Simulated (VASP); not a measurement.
Set up this calculation in VASP 6.6.1, as the native input.

```yaml
Task: single point
Functional: PBE
Potentials_or_basis: VASP PAW PBE potentials, release 64 (Pb_d, Te)
Cutoff: 520 eV
k_mesh: 7 × 7 × 7
Occupations: gaussian, width 0.028 eV
Spin: no spin polarisation
Further_INCAR_settings: ALGO = Fast; EDIFF = 1e-07
```

The structure of TePb lies in POSCAR:

```
TePb
1.0
    0.0000000000      3.2310000000      3.2310000000
    3.2310000000      0.0000000000      3.2310000000
    3.2310000000      3.2310000000      0.0000000000
Pb Te
1 1
Direct
    0.0000000000      0.0000000000      0.0000000000
    0.5000000000      0.5000000000      0.5000000000
```

The input as run:

INCAR

```
SYSTEM = TePb
  PREC = Accurate
  ENCUT = 520
  EDIFF = 1E-7
  ISMEAR = 0
  SIGMA = 0.028000000000000004
  LREAL = .FALSE.
  LASPH = .TRUE.
  NELM = 60
  ALGO = Fast
  ISIF = 2
  LWAVE = .FALSE.
  LCHARG = .TRUE.
  GGA = PE
  LELF = .TRUE.
  LVHAR = .TRUE.
```

KPOINTS

```
Automatic mesh
0
G
  7 7 7
  0 0 0
```

Potentials or basis: VASP PAW PBE potentials, release 64 (Pb_d, Te).

Command:

```console
$ cat potpaw_PBE.64/Pb_d/POTCAR potpaw_PBE.64/Te/POTCAR > POTCAR
$ mpirun -np 1 vasp_std > vasp.out
```

It gave:

* Pressure: 2.1 GPa

It took 12 s on 1 thread of Intel(R) Xeon(R) 6975P-C (Granite Rapids), with other jobs on the host, peak memory 0.2 GiB.
